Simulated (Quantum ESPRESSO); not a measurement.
CoO in Quantum ESPRESSO: convergence with k mesh

Crystal: CoO.

```
CELL_PARAMETERS angstrom
-1.50800 1.50800 2.10725
1.50800 -1.50800 2.10725
1.50800 1.50800 -2.10725
ATOMIC_POSITIONS crystal
Co 0.00381 0.00233 0.99914
O 0.49920 0.50362 0.00409
```

The cell isn't the ideal one: atoms moved at random, drawn with an rms of 0.02 Å.

```yaml
Program: Quantum ESPRESSO 7.5
Task: single point
Functional: PBE
Potentials_or_basis: PseudoDojo 0.5 SR PBE standard
Cutoff: 1306 eV
Density_cutoff: 5225 eV
k_mesh: 1 × 1 × 1
Occupations: fermi-dirac, width 0.05 eV
Spin: collinear spin, ferromagnetic start
Starting_moments: "[2.0, 0.0] μB"
```

These are the settings of the first run; the series varies k mesh, with any setting tied to it.

Hardware: 1 thread of Arm Neoverse V2 (shared host).

Problem. The values tried are 1 × 1 × 1, 2 × 2 × 2, 3 × 3 × 3, 4 × 4 × 4, 5 × 5 × 5, 6 × 6 × 6, 7 × 7 × 7, loosest first. From which on does the energy stay within 1 meV/atom of the tightest run that finished?

Solution. From 6 × 6 × 6 on.

```csv
k mesh,"energy less the tightest run, at zero smearing (meV/atom)",pressure (GPa),largest force (eV/Å),absolute moment (μB),gap on the mesh (eV),SCF cycles,CPU time (s),peak memory (GiB)
1 × 1 × 1,3860.16,22.83,4.132,3.01,1.379,66,9.8,0.05
2 × 2 × 2,169.69,-16.25,0.335,1.04,0.000,26,26,0.06
3 × 3 × 3,24.74,0.04,0.069,3.04,0.000,14,23,0.07
4 × 4 × 4,8.42,-1.26,0.021,2.87,0.000,26,110,0.1
5 × 5 × 5,7.12,0.21,0.026,3.01,0.000,20,150,0.13
6 × 6 × 6,-0.50,-0.52,0.036,2.96,0.000,16,220,0.2
7 × 7 × 7,0.00,0.00,0.036,3.01,0.000,17,350,0.27
```

Against the tightest run, the largest force stays within 0.005 eV/Å from 6 × 6 × 6 on; the gap on the mesh stays within 0.01 eV from 2 × 2 × 2 on. Not settled before the last step: the pressure (to 0.1 GPa), the absolute moment (to 0.02 μB). Meshes of other sizes hit other points, so gaps and Fermi surfaces needn't settle smoothly. The tightest run that finished is the yardstick and may itself not be fully converged.

Caveat, for the tightest run too: the k mesh is coarse (spacing up to 0.42 Å⁻¹), so the values aren't converged; a cell with one magnetic atom can't hold antiferromagnetic order, which such compounds often take; semilocal functionals often make such compounds metallic where correlation or magnetic order opens a gap, which also shifts bond lengths.
